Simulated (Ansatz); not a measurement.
## Stiffness of InAs from strained cells

```
CELL_PARAMETERS angstrom
0.00000 3.02400 3.02400
3.02400 0.00000 3.02400
3.02400 3.02400 0.00000
ATOMIC_POSITIONS crystal
In 0.00000 0.00000 0.00000
As 0.75000 0.75000 0.75000
```

Atoms are numbered in the order listed.

The conventional cell has a = 6.048 Å, b = 6.048 Å, c = 6.048 Å, α = 90.00°, β = 90.00°, γ = 90.00°. In (atom 1) is surrounded by 4 As at 2.62 Å. Around As (atom 2) lie 4 In at 2.62 Å.

The cell is COD entry 1537448, as deposited and not checked against the literature; nothing was relaxed. It is an old determination, and later ones may differ.

Spin–orbit coupling is left out, though it moves levels of the heavy atoms by tenths of an eV or more.

Level of theory: DFT, PBE, all-electron LAPW, scalar-relativistic (Ansatz 0.2.0).

Sampling and basis: a Γ-centred 10×10×10 k mesh, Fermi–Dirac smearing of 0.08 eV, basis error target 0.5 meV/atom, no spin polarisation.

The unstrained cell is at 3.89 GPa. Large strains and very small stresses are left out. Each strain is applied once, with fractional coordinates held (clamped ions), and σ below is the change of stress, positive in tension. One finite strain gives stress–strain coefficients at this pressure with an error of the order of the strain times third-order constants, a few per cent for each per cent of strain. In a metal the k mesh adds noise of tens of per cent to soft shears.

With z strained by -2 % at fixed volume, the run gives σzz − σxx = -0.90 GPa and εzz − εxx = -0.0302. Which stiffness follows?

C11 − C12 = (σzz − σxx)/(εzz − εxx) = 30 GPa.
